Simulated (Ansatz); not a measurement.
# ZrC (P6_3/mmc) in Ansatz: notebook, part 2 of 2

Ansatz 0.2.0. The steps go on from the part before.

**6. Single point, r2SCAN0 form with a typed share of exact exchange**

The input, input.yaml:

```yaml
crystal:
  lattice:
    - [3.3914762718, 0.0, 0.0]
    - [-1.6957381359, 2.9371046077, 0.0]
    - [0.0, 0.0, 5.290053]
  atoms:
    - { symbol: Zr, position: [0.6666666667, 0.3333333333, 0.75] }
    - { symbol: Zr, position: [0.3333333333, 0.6666666667, 0.25] }
    - { symbol: C, position: [0.0, 0.0, 0.5] }
    - { symbol: C, position: [0.0, 0.0, 0.0] }
hamiltonian:
  xc: r2scan
  pseudopotentials: { kind: paw }
kpoints:
  mp_grid: { grid: [5, 5, 3] }
scf:
  occupations: { method: fermi_dirac, width: 0.05 }
output:
  forces: true
  stress: true
  eigenvalues: true
```

Potentials or basis: Ansatz PAW.

Launch:

```
$ ansatz run input.yaml --threads 2 --pin off --max-ram 5632MiB --backend cpu --events-out ev --progress --plain --runs-dir out
```

The log of the run:

```text
Warning: RAYON_NUM_THREADS=2 ignored (pool sized by the plan → 2); use --threads N
Engine: ansatz 0.2.0, x86_64-unknown-linux-gnu
Pseudopotentials: kind: paw
Pseudopotential: Zr, paw, valence charge 12, recommended cutoff 500 eV (meta_gga), Zr.paw.azcp
Pseudopotential: C, paw, valence charge 4, recommended cutoff 500 eV (meta_gga), C.paw.azcp
Functional definition: r2SCAN
  parameter k0 = 0.174
  parameter k1 = 0.065
  parameter a1 = 4.9479
  exchange = r2scan_x(k0 = k0, k1 = k1, a1 = a1)
  correlation = r2scan_c
Crystal: 4 atoms, lattice volume = 52.695 Å³
Basis set: ecut = 500 eV, 1339 PW (Γ), exchange–correlation on 100×100×160 points (64 copies of the dense FFT grid, shifted against one another)
Bands: 20, of which v1, the nominal top of the filled ones, is band 16 counted from 1 (15 counted from 0)
Symmetry: 24 space group operations
Space group: P63/mmc (ITA 194), of the structure as read, at distance tolerance 3.7e-5 Å
k-points: 10 of 75
Non-local potential: Zr, projectors of the file, l = 0: 3, l = 1: 2, l = 2: 2, l = 3: 2
Non-local potential: C, projectors of the file, l = 0: 2, l = 1: 2, l = 2: 1
PAW form: soft (Blöchl's): semilocal exchange-correlation on the pseudo side does not see the compensation charge
PAW frozen core: Zr, regenerated for the run's functional (the file was generated under x = pbe(κ = 0.804, μ = 0.2195149727645171), c = pbe(β = 0.06672455060314922))
PAW frozen core: C, regenerated for the run's functional (the file was generated under x = pbe(κ = 0.804, μ = 0.2195149727645171), c = pbe(β = 0.06672455060314922))
PAW one-centre angular grid: Zr, 590 points (default); XC on 160 Gauss nodes
PAW one-centre angular grid: C, 302 points (default); XC on 239 of its mesh's 2573 points in the sphere
Initial density: superposition of atomic densities (neutral atoms: chi_scale 0, normalization atom), corrected by the library's trained network
Initial wavefunctions: pseudopotential atomic-orbital guess
Functional: x = r2scan, c = r2scan; τ floored in thin density (d = 2e-4 eV/Å³)
SCF iter   1: F=—  HF=-8896.549135 eV  |F-HF|=—  |Δ(HF+E_count)|=         —  Δρ=9.40e-3  dr2=3.05e-2  dr2_τ=1.95e-1  ethr=1.77e-3  ⟨swp⟩=5.0  Hψ=914  notcnv=0
preconditioner: auto → Resta (q_TF=auto, 2.511 Å⁻¹)  ε∞=8.1  [insulator: Δε(μ)=0.134 eV  Ē_g=7.689 eV  σ=0.050 eV  W_gap=0.58  n_scr=22 (ndim 8)  ℏωp=20.5 eV  f_vac=0.000  D(μ)=1.56/eV (n_scr^D=8)  ε∞_Penn≈8.1]
SCF iter   2: F=—  HF=-8896.643644 eV  |F-HF|=—  |Δ(HF+E_count)|=   9.45e-2  Δρ=5.99e-3  dr2=1.26e-2  dr2_τ=4.13e-4  ethr=9.54e-5  ⟨swp⟩=2.0  Hψ=480  notcnv=0
SCF iter   3: F=—  HF=-8896.645390 eV  |F-HF|=—  |Δ(HF+E_count)|=   1.75e-3  Δρ=2.65e-3  dr2=5.29e-3  dr2_τ=4.55e-4  ethr=3.95e-5  ⟨swp⟩=2.0  Hψ=354  notcnv=0
SCF iter   4: F=—  HF=-8896.644485 eV  |F-HF|=—  |Δ(HF+E_count)|=   9.04e-4  Δρ=6.11e-4  dr2=1.91e-4  dr2_τ=1.12e-5  ethr=1.65e-5  ⟨swp⟩=2.0  Hψ=275  notcnv=0
SCF iter   5: F=—  HF=-8896.644532 eV  |F-HF|=—  |Δ(HF+E_count)|=   4.62e-5  Δρ=1.45e-4  dr2=7.78e-6  dr2_τ=1.59e-7  ethr=5.98e-7  ⟨swp⟩=2.0  Hψ=266  notcnv=0
SCF iter   6: F=—  HF=-8896.644545 eV  |F-HF|=—  |Δ(HF+E_count)|=   1.34e-5  Δρ=2.71e-5  dr2=4.31e-7  dr2_τ=7.38e-9  ethr=2.43e-8  ⟨swp⟩=2.0  Hψ=315  notcnv=0
SCF iter   7: F=—  HF=-8896.644546 eV  |F-HF|=—  |Δ(HF+E_count)|=   7.69e-7  Δρ=1.27e-5  dr2=1.34e-7  dr2_τ=8.78e-9  ethr=3.13e-10  ⟨swp⟩=6.0  Hψ=929  notcnv=0
SCF iter   8: F=-8896.644546 eV  HF=-8896.644546 eV  |F-HF|=4.34e-9  |Δ(HF+E_count)|=   3.11e-9  Δρ=3.75e-6  dr2=1.08e-8  dr2_τ=4.31e-10  ethr=3.13e-10  ⟨swp⟩=4.0  Hψ=624  notcnv=0
SCF 1 converged in 8 iterations: F = -8896.644546 eV  dr2 = 1.08e-8
SCF converged after 8 iterations
Free energy (F): -8896.644546 eV
Harris-Foulkes:  -8896.644546 eV  (|F-HF|=4.34e-9)
Internal energy: -8896.632165 eV  (E = F + TS)
E sigma→0 (E₀):  -8896.638355 eV
Entropy (-TS):   -0.012381 eV (-3.095 meV/atom)
Fermi energy:    15.015715 eV
--- Per-component energies (eV) ---
  E_band       = -126.359453
  E_kinetic    = 841.625731
  E_local      = -1207.304671  (includes V_loc(G=0)·N_el)
  E_nonlocal   = 207.626968
  E_hartree    = 363.650816
  E_xc         = -408.527964
  E_vxc        = -555.456732  (∫ρ·V_xc dr)
  E_paw        = -6140.981807  (= ΣΔE_a)
  E_vpaw       = -171.553429  (= ΣTr[D̂ρ^β])
  E_aug_tail   = 0.000028  (compensation charges beyond the density's cutoff)
  E_vtau       = 31.401376  (kinetic-family band-sum trace: ∫τ·v_τ [+ j·A + Jᵃ·Aᵃ] dr)
  E_ewald      = -2552.342236
  E_core_change = -0.379031  (= ΣΔE_core)
  E_smearing   = -0.012381  (= −TS)
  E_closure    = -0.000000  (closes the sum)
  Σ components = -8896.644546   (vs F -8896.644546, Δ=0.00e0)
--- Forces (eV/Å), atoms counted from 1 ---
  atom   1  Zr    -0.00000000    -0.00000000    -0.00000000
  atom   2  Zr    -0.00000000     0.00000000     0.00000000
  atom   3  C     -0.00000000     0.00000000     0.00000000
  atom   4  C     -0.00000000     0.00000000    -0.00000000
  max |Σ_I F_I| component: 7.40e-17 eV/Å
--- Stress (GPa, compression-positive) ---
       -3.630256       0.000000      -0.000000
        0.000000      -3.630256      -0.000000
       -0.000000      -0.000000       0.256752
  P = ⅓ Tr σ = -2.3346 GPa (-23.346 kbar)
--- Band table (eV; the first three rows and the last of 10) ---
  k-point 0: bands = ["-35.1180", "-34.9990", "-12.9900", "-12.2574", "-12.2574", "-12.1617", "-12.1617", "-12.0795", "2.3977", "6.1432", "8.8944", "12.0048", "12.0048", "13.7356", "13.7356", "16.1686", "16.4141", "16.4141", "16.7862", "16.7862"]
  k-point 1: bands = ["-35.0886", "-35.0290", "-12.7757", "-12.3216", "-12.2335", "-12.2335", "-12.1856", "-12.1856", "3.0624", "4.7232", "10.7295", "12.1438", "12.1438", "12.8579", "12.8579", "13.7937", "17.7947", "17.7947", "18.0039", "18.0039"]
  k-point 2: bands = ["-35.0886", "-34.9894", "-12.8761", "-12.4788", "-12.3495", "-12.3348", "-12.1711", "-12.1200", "3.0268", "5.7257", "9.5751", "10.9993", "12.6119", "12.6975", "12.9005", "14.6217", "16.4082", "17.1517", "17.2957", "18.2502"]
  k-point 9: bands = ["-35.0034", "-34.9913", "-12.8593", "-12.7648", "-12.5905", "-12.4544", "-12.2891", "-12.2147", "4.4827", "4.7311", "10.4215", "10.9449", "11.6308", "12.4788", "13.0504", "13.7518", "16.0019", "17.2391", "18.6096", "19.3862"]
```

Run time: 3.4 s. Hardware: 2 threads of Intel Xeon at 2.50GHz (Skylake/Cascade Lake), shared host; peak memory 0.44 GiB.

Results:

```yaml
Free_energy: -8896.6445 eV
Pressure: -2.3 GPa
Band_gap_on_the_k_mesh: none (metal or under the smearing width)
```

Levels at points of the mesh, in eV from the Fermi level:
| k point | band 12 | band 13 | band 14 | band 15 | band 16 | band 17 | band 18 | band 19 | band 20 |
| --- | --- | --- | --- | --- | --- | --- | --- | --- | --- |
| (0.00, 0.00, 0.00) | -3.01 | -3.01 | -1.28 | -1.28 | 1.15 | 1.40 | 1.40 | 1.77 | 1.77 |

Caveat: the k mesh is coarse (spacing up to 0.43 Å⁻¹), so the values aren't converged, least of all with exact exchange; the PAW data sets come from PBE, with cores solved anew for the run's functional, which leaves a small shift of forces and pressure.

**7. Overview**

```csv
task,level,cell,k mesh,cutoff (eV),target pressure (GPa),share of exact exchange,mesh quality,gap on the mesh (eV),pressure (GPa)
relaxation of cell and atoms,PBEsol,relaxed to 5 GPa,9 × 9 × 5,420,5,-,not flagged,none,5.0
relaxation of cell and atoms,PBEsol,relaxed to 10 GPa,9 × 9 × 5,420,10,-,not flagged,none,10.0
relaxation of cell and atoms,PBEsol,relaxed to 20 GPa,9 × 9 × 5,420,20,-,not flagged,none,20.0
relaxation of cell and atoms,PBEsol,relaxed to 30 GPa,9 × 9 × 5,420,30,-,not flagged,none,30.0
single point,r2SCAN0 form with a typed share of exact exchange,as given,5 × 5 × 3,500,-,0,coarse,none,-2.3
```

Alike in all rows: potentials or basis Ansatz PAW; no spin polarisation; smearing fermi-dirac 0.05 eV.

Caveats: some runs use coarse meshes; the PAW data sets come from PBE, with cores solved anew for the run's functional, which leaves a small shift of forces and pressure; the plane-wave basis is chosen anew once the cell has moved, so the energies of steps on either side of that aren't comparable (some runs).

Absolute energies hang on the potentials; compare differences alone.
